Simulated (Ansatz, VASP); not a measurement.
**Two plane-wave programs on Ga**

```xyz
2
Lattice="2.8700 0.0000 0.0115 0.0000 3.4824 0.0000 -1.3712 0.0000 4.1021" Properties=species:S:1:pos:R:3 pbc="T T T"
Ga    2.1334    0.8706    1.0493
Ga   -0.6346    2.6118    3.0644
```

Alike in both runs: task single point; functional PBEsol; k mesh 16 × 12 × 10; occupations gaussian, width 0.1 eV; no spin polarisation.

```csv
,VASP,Ansatz
version,VASP 6.6.1,Ansatz 0.2.0
potentials or method,"VASP PAW PBE potentials, release 64 (Ga_d)","scalar-relativistic, plane waves, PAW"
plane-wave cutoff (eV),520,420
valence electrons in the cell,26,26
```

|  | VASP | Ansatz | Ansatz less VASP |
| --- | --- | --- | --- |
| gap on the k mesh at the Fermi level (eV) | none | none | - |
| pressure (GPa) | -5.1 | -5.2 | -0.08 |
| largest component of the traceless stress (GPa) | 1.80 | 1.80 | +0.004 |
| rms of the force components (eV/Å) | 0.298 | 0.298 | -0.0003 |

Atom by atom the forces differ by 0.000 eV/Å (rms over components). A gap of «none» marks a metal or a gap that the smearing closes. With one functional, cell and mesh, what is left measures potentials, basis and numerics.

Caveats: the PAW data sets were made with another functional, which shifts forces and pressure a little (VASP).
